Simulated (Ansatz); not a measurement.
Runs of Ansatz 0.2.0 on TiB2. Symmetry: P6/mmm, No. 191, hexagonal system. Conventional cell: a = 3.029 Å, b = 3.029 Å, c = 3.228 Å, α = 90.00°, β = 90.00°, γ = 120.00°. Ti (site symmetry 6/mmm) has 12 B at 2.38 Å as nearest neighbours. B (site symmetry -6m2) is surrounded by 3 B at 1.75 Å. 

```tsv
level	share of exact exchange	gap on the mesh (eV)	pressure (GPa)
r2SCAN0 form with a typed share of exact exchange	0.15	none	-3.8
r2SCAN0 form with a typed share of exact exchange	0.35	none	-7.3
r2SCAN0 form with a typed share of exact exchange	0.1	none	-2.9
r2SCAN0 form with a typed share of exact exchange	0.5	none	(b)
r2SCAN0 form with a typed share of exact exchange	0	none	(a)
r2SCAN0	0.25	none	-5.6
```

Alike in all rows: task single point; potentials or basis Ansatz PAW; no spin polarisation; cell as given; k mesh 6 × 6 × 5; cutoff (eV) 500; smearing fermi-dirac 0.05 eV; the mesh is coarse, so values aren't converged.

Estimate the missing entries.

(a) -1.0; (b) -9.7.

Caveats: all runs use coarse meshes; the PAW data sets come from PBE, with cores solved anew for the run's functional, which leaves a small shift of forces and pressure; the thresholds are loose for stress (some runs).

A gap of «none» marks a metal or a gap under the smearing width.
